Three magnitudes help in reading energies of crystal forms. For a formula of six atoms, 100 meV/atom amounts to 0.6 eV per formula unit. The thermal energy $kT$ at 1000 K is only about 0.09 eV. Calculations on metals like these are good numerically to about 4 meV/atom.

Crystal forms of Zr5N, computed with Ansatz 0.2.0 using scalar-relativistic PBE without a dispersion correction or spin polarisation, PAW, a plane-wave cutoff of 420 eV and Gaussian smearing of 0.1 eV. Cell and atoms were relaxed within the symmetry of the starting structure, and the energies are extrapolated to zero smearing.

```tsv
space group number	found from	atoms in cell	volume per atom (Å³)	closest atoms (Å)	energy over the lowest form listed (meV/atom)
187	swapped species	6	19.82	2.340	0
65	random sites	6	22.81	2.130	350
216	random sites	6	29.47	2.050	893
191	random sites	6	20.29	2.620	1124
191	random sites	6	32.28	1.990	1261
216	swapped species	6	21.93	2.800	1533
191	swapped species	6	23.54	2.770	1862
```

The forms are named below by their energy over the lowest form listed, in meV/atom, because some space groups occur more than once.

### Question 1. What does the column of closest atoms reveal about nitrogen?

**Answer.** It splits the forms into two families. In forms 0, 350, 893 and 1261 the closest atoms are less than 2.5 Å apart, and the relaxed cells show that these pairs are Zr–N. Nitrogen is held there by six, four, four and two near zirconium atoms. In forms 1124, 1533 and 1862 no pair is closer than 2.6 Å, so nitrogen has no zirconium at normal bonding distance.

**Remark.** The column doesn't say which elements form the closest pair. In form 1124 it is a squeezed Zr–Zr pair, while nitrogen's nearest zirconium atoms are 2.66 Å away.

### Question 2. Forms 0 and 1124 differ in volume by only about 2 %. Why are their energies so different?

**Answer.** The volumes are nearly equal, so density can't explain a gap of 6.7 eV per formula unit. The likeliest main reason is the way nitrogen is bonded. In form 0 nitrogen sits between two zirconium layers, at the centre of a prism of six zirconium atoms at 2.34 Å. In form 1124 its nearest neighbours are just two zirconium atoms, at a stretched 2.66 Å. The nitrogen 2p levels lie below the zirconium 4d levels, so at short distance the two mix into low-lying filled states, and charge moves towards nitrogen. This strong, polar bonding is mostly lost when the atoms stand too far apart.

**Remark.** The comparison fixes the volume but not the arrangement of the metal. The squeezed Zr–Zr pairs of form 1124 probably add to its energy, and the table can't separate that share.

### Question 3. Nitrogen is held in forms 0, 350, 893 and 1261. Why do they still differ by more than 1 eV/atom?

**Answer.** Five of the six atoms are zirconium, and they need one another too. Pure zirconium metal is the simpler system to think of: it takes up roughly 23 Å$^3$ per atom, and each atom is bound by the overlap of its d orbitals with those of its many close neighbours. Form 0 has 24 Å$^3$ per zirconium atom and is built of flat triangular layers like those of the metal, so it resembles the metal with nitrogen in a hole. Form 1261 has 39 Å$^3$. Some of its zirconium pairs are only 2.68 Å apart, closer than in the metal, but wide voids leave each atom with fewer metal neighbours, so part of the metallic bonding is probably lost. The likeness covers only the bonds between metal atoms, not those to nitrogen.

**Remark.** The number of near zirconium atoms around nitrogen also falls along this family, so volume is not the only thing that changes. Forms 350 and 893 both have four, however, and the more open one is still 543 meV/atom higher (893 − 350). Their four neighbours are arranged differently, in a plane and in a tetrahedron, so even this pair is not a clean test.

### Question 4. Estimate what it costs to leave nitrogen without normal bonds.

**Answer.** First describe the cost of an open structure by a straight line through the four forms that hold nitrogen. With $V$ the volume per atom in Å$^3$ and $E$ the energy over the lowest form in meV/atom,

$$E \approx -1900 + 96.8\,V .$$

Form 1124 was not used for the line. Its volume of 20.29 Å$^3$ gives $E \approx 64$ meV/atom, which is what a form of this density should cost if nitrogen were well held. The computed energy lies 1060 meV/atom higher. Each formula unit has six atoms and one nitrogen, so the excess is $6 \times 1.06 \approx 6.4$ eV per nitrogen atom.

The same steps give up to 8.9 eV for the other two loose forms. The cost is therefore probably several electronvolts per nitrogen atom, the size of a strong chemical bond or more. This is an order of magnitude only, since the excess also contains differences in how the zirconium atoms are arranged. A simple limit suggests that the upper value is higher than the real cost of freeing nitrogen. To take nitrogen out of form 0 as a free atom and leave zirconium metal should cost only about 7 eV: 2.3 eV to get back to the elements, and roughly 5 eV (a recalled value) for half the bond of an N$_2$ molecule. This limit is for a real free atom, with its three unpaired spins aligned. The forms were computed without spin, which can make loosely held nitrogen look too costly, so part of the excess may come from there.

**Remark.** The line misses its own four points by about 40 meV/atom (root mean square), and by about 80 when each is predicted from the other three. That is good enough for an excess of 1000 or more, but four points can't prove a law. The loose forms also rise with volume more steeply than the line, for which the data offer no tested reason. The printed output after this text gives the line and its misses. It also gives four distances, for forms 0, 1124, 1261 and 1533, but these were worked out with cell edges from before the relaxation. With the relaxed edges they are 2.90, 2.66, 2.68 and 3.35 Å, the last still for the ideal sites of the type. The line doesn't use them.

### Question 5. Which digits can be trusted, and what might change if spin were allowed?

**Answer.** The order of the forms as computed is safe against numerical noise: the smallest step between neighbours is 137 meV/atom, against an uncertainty of about 4. The last digit of each energy means little.

All forms were computed without spin polarisation, so a magnetic state could lie lower. A free nitrogen atom has three unpaired electrons, and bonding usually pairs them. The forms with loosely held nitrogen are therefore one place to look for a moment, and if one lowered their energy, the cost in Question 4 would shrink. Even loose nitrogen may pair its electrons, though, by taking up charge from the metal. The open zirconium frames, whose d bands may be narrow, are another place to look. No calculation in the table tests this.

**Remark.** Numerical precision is not the same as having found the best structure. Each relaxation kept the symmetry of its starting cell, so a less symmetric distortion could still lower any of these energies. The list is also only a selection: failed runs and some with graver warnings are left out, and most of the cells are invented. The lowest form listed needn't be the lowest form of Zr$_5$N.

### Question 6. The lowest form lies 0.38 eV/atom below zirconium metal and nitrogen gas. Would a furnace deliver it?

**Answer.** Probably not. A negative energy against the elements shows only that the elements are a worse choice; other products compete as well. The formation enthalpy of ZrN is, as a rough recalled value, −3.8 eV per formula unit. Spread over the six atoms of ZrN + 4 Zr, this is about −0.6 eV/atom, clearly below form 0.

A better arrangement of Zr$_5$N itself is also likely. Nitrogen dissolved in zirconium metal is known to prefer octahedral holes, which also offer six neighbours in a compact metal. By the reasoning above, such a form should be among the lowest in energy, and the known preference suggests that it would lie below form 0. It is not among the forms listed.

**Remark.** The comparison with ZrN sets a measured enthalpy against a computed energy, so only its rough size counts. Form 350, at −0.03 eV/atom against the elements, is too near zero for even its sign to be trusted, since the energy of the N$_2$ reference is uncorrected.

Output of the analysis:

```
Forms of Zr5N:
  row  energy over lowest (meV/atom)  Zr within 2.5 A of N  volume per Zr atom (A^3)  energy over elements (eV/atom)
  187                              0                     6                     23.78                          -0.382
   65                            350                     4                     27.37                          -0.032
  216                            893                     4                     35.36                           0.511
  191                           1124                     0                     24.35                           0.742
  191                           1261                     2                     38.74                           0.879
  216                           1533                     0                     26.32                           1.151
  191                           1862                     0                     28.25                            1.48
fit of en on 4 rows (near < 2.5): constant -1900 +/- 157, coefficient of vol 96.82 +/- 5.9; rms 41.8, worst 216 59.8, leave-one-out rms 79.9
  rows outside the fit (model, value, miss): 191 63.98, 1124, -1060; 216 222.8, 1533, -1310; 191 378.6, 1862, -1483
Smallest height of a loose-N row above the line, eV per N atom: 6.36
Largest height of a loose-N row above the line, eV per N atom: 8.9
Correlation of energy with volume, all rows: 0.2462
Correlation of energy with closest contact, all rows: 0.5395
Volume of row 1124 over row 0, percent: 2.371
Energy of row 1124 over row 0, eV per formula unit: 6.744
Energy of row 350 over row 0, eV per formula unit: 2.1
Row 0, distance between the two Zr layers that enclose N, angstrom: 2.922
Row 1124, nearest N-Zr distance (two Zr), angstrom: 2.68
Row 1261, the six longer N-Zr distances, angstrom: 2.689
Row 1533, N-Zr distance at the ideal sites of the type, angstrom: 3.341
Smallest step between neighbouring rows, meV/atom: 137
Largest shift between rows from smearing, about, meV/atom: 1.657
Rough energy of ZrN + 4 Zr over the elements, eV/atom: -0.6333
```
